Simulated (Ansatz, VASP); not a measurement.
Two plane-wave programs on PbF2

```
CELL_PARAMETERS angstrom
0.00000 2.96985 2.96985
2.96985 0.00000 2.96985
2.96985 2.96985 0.00000
ATOMIC_POSITIONS crystal
Pb 0.00000 0.00000 0.00000
F 0.25000 0.25000 0.25000
F 0.75000 0.75000 0.75000
```

Alike in both runs: task electric field gradients; functional LDA; k mesh 7 × 7 × 7; occupations fermi-dirac, width 0.03 eV; no spin polarisation.

|  | VASP | Ansatz |
| --- | --- | --- |
| version | VASP 6.6.1 | Ansatz 0.2.0 |
| potentials or method | VASP PAW LDA potentials, release 64 (Pb_d, F) | PAW with Ansatz's default frozen-core files, scalar-relativistic |
| plane-wave cutoff (eV) | 520 | 420 |
| valence electrons in the cell | 28 | 28 |

|  | VASP | Ansatz | Ansatz less VASP |
| --- | --- | --- | --- |
| gap on the k mesh at the Fermi level (eV) | 4.26 | 4.30 | +0.040 |
| pressure (GPa) | -4.9 | -4.9 | 0.00 |
| Vzz of the field gradient on the site that differs most (V/Å²) | 0.0 | 0.0 | 0.00 |

Ansatz warned: «gradients_without_spin_orbit».

Caveats: spin-orbit coupling is left out, which as a rule narrows the gap of such compounds by several tenths of an eV; an odd mesh through Γ misses points on the zone boundary, where band edges often lie. As with any semilocal functional, this LDA gap is likely too small.
